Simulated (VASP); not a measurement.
Computed with r2SCAN+rVV10, VASP's PBE PAW potentials (set 64) (plane waves; VASP).

The input files of a VASP run:

### KPOINTS
```
kpoints
0
gamma
  8 8 8
```

File POSCAR:
```
Li2O
1
    0.0000000000     2.3284703876     2.3284703876
    2.3284703876     0.0000000000     2.3284703876
    2.3284703876     2.3284703876     0.0000000000
Li O
2 1
Direct
  0.2500000000   0.2500000000   0.2500000000
  0.7500000000   0.7500000000   0.7500000000
  0.0000000000   0.0000000000   0.0000000000
```

### INCAR
```
SYSTEM = Li2O
PREC = Accurate
ENCUT = 520
EDIFF = 1E-7
NELM = 100
ALGO = Normal
LREAL = .FALSE.
LASPH = .TRUE.
ISMEAR = 0
SIGMA = 0.05
METAGGA = R2SCAN
LUSE_VDW = .TRUE.
BPARAM = 11.95
CPARAM = 0.0093
LMIXTAU = .TRUE.
LWAVE = .FALSE.
LCHARG = .FALSE.
ISIF = 2
```

POTCAR, in this order: Li_sv O (PBE.64 set). Program: vasp_std.

The resulting files:

File OSZICAR:
```
       N       E                     dE             d eps       ncg     rms          rms(c)
DAV:   1     0.367908191445E+02    0.36791E+02   -0.61686E+03   580   0.131E+03
DAV:   2    -0.157654169174E+02   -0.52556E+02   -0.49338E+02   698   0.237E+02
DAV:   3    -0.209787956565E+02   -0.52134E+01   -0.51966E+01  1038   0.639E+01
DAV:   4    -0.210449867806E+02   -0.66191E-01   -0.66135E-01   766   0.905E+00
DAV:   5    -0.210462257276E+02   -0.12389E-02   -0.12379E-02   868   0.744E-01    0.665E+00
DAV:   6    -0.164644035054E+02    0.45818E+01   -0.44781E+00   738   0.155E+01    0.206E+00
DAV:   7    -0.164474021791E+02    0.17001E-01   -0.89036E-01   644   0.802E+00    0.196E+00
DAV:   8    -0.184336741173E+02   -0.19863E+01   -0.23565E+00   806   0.128E+01    0.245E+00
DAV:   9    -0.164750515183E+02    0.19586E+01   -0.13436E+00   912   0.946E+00    0.576E-01
DAV:  10    -0.164581711930E+02    0.16880E-01   -0.11162E-01   684   0.338E+00    0.327E-01
DAV:  11    -0.164381970791E+02    0.19974E-01   -0.14819E-02   642   0.143E+00    0.349E-01
DAV:  12    -0.164523537346E+02   -0.14157E-01   -0.19321E-02   588   0.160E+00    0.104E-01
DAV:  13    -0.164536299179E+02   -0.12762E-02   -0.19271E-03   732   0.428E-01    0.476E-02
DAV:  14    -0.164535899669E+02    0.39951E-04   -0.10304E-04   712   0.129E-01    0.452E-02
DAV:  15    -0.164541023654E+02   -0.51240E-03   -0.41176E-04   604   0.245E-01    0.133E-02
DAV:  16    -0.164544159582E+02   -0.31359E-03   -0.21145E-04   598   0.201E-01    0.207E-02
DAV:  17    -0.164543774030E+02    0.38555E-04   -0.16045E-05   640   0.589E-02    0.178E-02
DAV:  18    -0.164540670842E+02    0.31032E-03   -0.68577E-05   834   0.607E-02    0.461E-03
DAV:  19    -0.164541194644E+02   -0.52380E-04   -0.39132E-06   616   0.250E-02    0.206E-03
DAV:  20    -0.164541239455E+02   -0.44811E-05   -0.37654E-07   746   0.718E-03    0.103E-03
DAV:  21    -0.164541248570E+02   -0.91148E-06   -0.13937E-07   618   0.525E-03    0.708E-04
DAV:  22    -0.164541307302E+02   -0.58733E-05   -0.42094E-08   346   0.235E-03    0.703E-05
DAV:  23    -0.164541309280E+02   -0.19780E-06   -0.70128E-09   328   0.885E-04    0.265E-05
DAV:  24    -0.164541312021E+02   -0.27403E-06   -0.16212E-09   326   0.469E-04    0.342E-05
DAV:  25    -0.164541311460E+02    0.56043E-07   -0.97301E-10   326   0.348E-04
   1 F= -.16454131E+02 E0= -.16454131E+02  d E =-.234836E-12
```

### OUTCAR
```
------------------------ aborting loop because EDIFF is reached ----------------------------------------
  FORCE on cell =-STRESS in cart. coord.  units (eV):
  Direction    XX          YY          ZZ          XY          YZ          ZX
  --------------------------------------------------------------------------------------
  Total       -0.8957897     -0.8957897     -0.8957897      0.0000000      0.0000000     -0.0000000
  in kB      -56.8426707    -56.8426707    -56.8426707      0.0000000      0.0000000     -0.0000000
  external PRESSURE =     -56.8426707 kB  Pullay stress =       0.0000000 kB
  volume of cell :       25.25
      direct lattice vectors                 reciprocal lattice vectors
     0.000000000  2.328470388  2.328470388    -0.214733244  0.214733244  0.214733244
     2.328470388  0.000000000  2.328470388     0.214733244 -0.214733244  0.214733244
     2.328470388  2.328470388  0.000000000     0.214733244  0.214733244 -0.214733244
 POSITION                                       TOTAL-FORCE (eV/Angst)
 -----------------------------------------------------------------------------------
      1.16424      1.16424      1.16424        -0.000000     -0.000000     -0.000000
      3.49271      3.49271      3.49271         0.000000      0.000000      0.000000
      0.00000      0.00000      0.00000         0.000000      0.000000      0.000000
 -----------------------------------------------------------------------------------
    total drift:                               -0.000000      0.000000      0.000000
  FREE ENERGIE OF THE ION-ELECTRON SYSTEM (eV)
  ---------------------------------------------------
  free  energy   TOTEN  =       -16.4541311460 eV

  energy  without entropy=      -16.4541311460  energy(sigma->0) =      -16.45413115
```
(Selected blocks of OUTCAR.)

The compound is Li2O in the antifluorite structure. This cell is one point of a volume scan, at 1.06 of the reference volume.
